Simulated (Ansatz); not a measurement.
Na:

```
Na
1.0
     3.70038    0.00000    0.00000
    -1.85019    3.20463    0.00000
     0.00000    0.00000   12.53732
Na
4
Direct
  0.66667 0.33333 0.75000
  0.00000 0.00000 0.50000
  0.33333 0.66667 0.25000
  0.00000 0.00000 0.00000
```

This isn't the form of Na at room conditions, which is bcc.

```yaml
Program: Ansatz 0.2.0
Task: single point
Functional: PBE
Potentials_or_basis: Ansatz PAW
Cutoff: "420 eV (not typed: the program's choice for these potentials)"
k_mesh: 8 × 8 × 3
Occupations: fermi-dirac, width 0.05 eV
Spin: no spin polarisation
```

On this cell: pressure 0.0 GPa; largest force under 0.003 eV/Å; band gap on the k mesh none (metal or under the smearing width).

The same run follows on a disturbed copy (atoms moved at random, drawn with an rms of 0.05 Å):

```
CELL_PARAMETERS angstrom
3.70038 0.00000 0.00000
-1.85019 3.20463 0.00000
0.00000 0.00000 12.53732
ATOMIC_POSITIONS crystal
Na 0.67684 0.35248 0.75320
Na 0.00558 0.99889 0.49961
Na 0.33574 0.67800 0.25136
Na 0.00536 0.99342 0.00136
```

Q: What does the disturbed cell give?

A: The energy (extrapolated to zero smearing) moves by +0.3 meV/atom; pressure 0.0 GPa; largest force 0.023 eV/Å; band gap on the k mesh none (metal or under the smearing width).

Forces in eV/Å, atoms in the order of the input:
```
Na   0.002 -0.008 -0.021
Na  -0.003  0.006  0.021
Na   0.005 -0.005 -0.008
Na  -0.004  0.008  0.009
```

Stress tensor (GPa, compression positive):
```
 0.30  0.00  0.00
 0.00  0.32  0.00
 0.00  0.00 -0.64
```
